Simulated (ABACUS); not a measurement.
**Al: single point with PBE**

The system is Al.

```
Al
1.0
     1.59122    1.59122    1.59122
    -1.59122    1.59122    1.59122
    -1.59122   -1.59122    1.59122
Al
1
Direct
  0.00000 0.00000 0.00000
```

This isn't the form of Al at room conditions, which is fcc.

- Program: ABACUS 3.10.1
- Task: single point
- Functional: PBE
- Potentials or basis: Ansatz NC PBE
- Cutoff: 558 eV
- Density cutoff: 2231 eV
- Basis: plane waves
- k mesh: 8 × 8 × 8
- Occupations: fermi-dirac, width 0.05 eV
- Spin: no spin polarisation

```json
{
  "Pressure": "4.1 GPa",
  "Band gap on the k mesh": "none (metal or under the smearing width)"
}
```

Levels at points of the mesh, in eV from the Fermi level:
| k point | band 1 | band 2 | band 3 |
| --- | --- | --- | --- |
| (0.00, 0.00, 0.00) | -11.44 | 13.26 | 13.26 |
| (0.50, 0.50, 0.00) | -4.55 | -4.03 | 8.19 |
| (0.50, 0.50, 0.50) | 1.77 | 1.77 | 1.77 |

Run time: 0.55 s on 4 MPI ranks on AMD EPYC 9R45 96-Core Processor (Zen 5) (shared host), peak memory 0.2 GiB a rank.
